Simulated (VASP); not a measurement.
Crystal: AlN.

```
CELL_PARAMETERS angstrom
3.11300 0.00000 0.00000
-1.55650 2.69594 0.00000
0.00000 0.00000 4.98100
ATOMIC_POSITIONS crystal
Al 0.33333 0.66667 0.00000
Al 0.66667 0.33333 0.50000
N 0.33333 0.66667 0.38000
N 0.66667 0.33333 0.88000
```

```yaml
Program: VASP 6.6.1
Task: relaxation of cell and atoms
Functional: LDA
Potentials_or_basis: VASP PAW LDA potentials, release 64 (Al, N)
Cutoff: 600 eV
k_mesh: 12 × 12 × 6
Occupations: gaussian, width 0.03 eV
Spin: no spin polarisation
```

At the start: pressure -4.2 GPa; volume 10.45 Å³/atom.

How do energy, volume and symmetry change on relaxing?

Over 6 steps the energy falls by 3.2 meV/atom and the volume is 10.23 Å³/atom (-2.1 %); space group P6_3mc (No. 186, to 0.05 Å).

The path:
```
step  energy change (eV)  largest force (eV/Å)  pressure (GPa)  volume (Å³)
   1              0.0000                0.1194           -4.21        41.80
   2             -0.0009                0.0854            4.30        40.16
   3             -0.0124                0.0200           -0.04        40.96
   4             -0.0124                0.0180            0.06        40.94
   5             -0.0126                0.0112            0.08        40.93
   6             -0.0126                0.0047            0.09        40.93
```

Final structure:
```xyz
4
Lattice="3.0909 0.0000 0.0000 -1.5454 2.6768 0.0000 0.0000 0.0000 4.9468" Properties=species:S:1:pos:R:3 pbc="T T T"
Al    0.0000    1.7845    4.9421
Al    1.5454    0.8923    2.4687
N     0.0000    1.7845    1.8845
N     1.5454    0.8923    4.3579
```
